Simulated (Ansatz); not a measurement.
# CrSnTe: a trial structure relaxed

Aim: relax a trial structure of CrSnTe and see where it ends.

Method: DFT PBE, scalar-relativistic, plane waves, PAW, in Ansatz 0.2.0.

**1. Starting point**

Symmetry: P3m1, No. 156, trigonal system. Conventional cell: a = 3.870 Å, b = 3.870 Å, c = 18.000 Å, α = 90.00°, β = 90.00°, γ = 120.00°. Cr (site symmetry 3m) is surrounded by 3 Te at 2.71 Å and 3 Sn at 2.72 Å. Sn (site symmetry 3m) is surrounded by 3 Cr at 2.72 Å. Around Te (site symmetry 3m) lie 3 Cr at 2.71 Å.

Structure file:

```xyz
3
Lattice="3.8702 0.0000 0.0000 -1.9351 3.3517 0.0000 0.0000 0.0000 18.0000" Properties=species:S:1:pos:R:3 pbc="T T F"
Cr    0.0000    0.0000    8.9940
Sn    0.0000    2.2345   10.5427
Te    1.9351    1.1172    7.4573
```

A structure generator made this guess: Janus sheet modelled on a layer of CrTe2. Lengths come from tabulated atomic sizes and are only a guess.

Only a and b are periodic; c spans vacuum, so the box's volume, pressure and space group aren't properties of the sheet.

**2. The guess as it stands, on a coarse mesh**

Input file input.yaml:

```yaml
crystal:
  lattice:
    - [3.87020831, 0.0, 0.0]
    - [-1.93510415, 3.35169841, 0.0]
    - [0.0, 0.0, 18.0]
  atoms:
    - { symbol: Cr, position: [0.0, 0.0, 0.49966667], spin: 3.0 }
    - { symbol: Sn, position: [0.33333333, 0.66666667, 0.58570651] }
    - { symbol: Te, position: [0.66666667, 0.33333333, 0.41429349] }
  periodic: [true, true, false]
basis:
  ecutwfc: 420
kpoints:
  mp_grid: { grid: [6, 6, 1] }
hamiltonian:
  xc: pbe
scf:
  occupations: { method: gaussian, width: 0.1 }
  lower_state_search: "off"
output:
  forces: true
  stress: true
  eigenvalues: true
  populations: true
magnetization:
  spin_polarized: true
```

Run with:

```sh
> ansatz run input.yaml --threads 1 --pin off --max-ram 2560MiB --backend cpu --events-out ev --progress --plain --runs-dir out
```

Further runs follow: a loose first relaxation; full relaxation.

**Question.** What will these runs give? Wanted: relaxed cell; area; thickness between outermost nuclei; energy over the elements, grey Sn; gap on the mesh; total moment.

As calculated:

```
                              quantity                                 value
symmetry at the end (tolerance 0.05 Å)             layer group p3m1 (No. 69)
                          relaxed cell  a = 3.977 Å, b = 3.977 Å, γ = 120.0°
                                  area                          4.57 Å²/atom
    thickness between outermost nuclei                                2.94 Å
     energy over the elements, grey Sn                         +0.35 eV/atom
                       gap on the mesh                          none (metal)
                          total moment                          3.49 μB/cell
```

**Reading.** The layer group p3m1 (No. 69) is kept, and the area per atom grows by 5.6 % from the first guess. With a positive formation energy it can't be a ground state. No finished test with a distortion of lower symmetry is shown, so the end may be a saddle point. Spin-orbit coupling is left out for Te. Other magnetic orders were not searched.
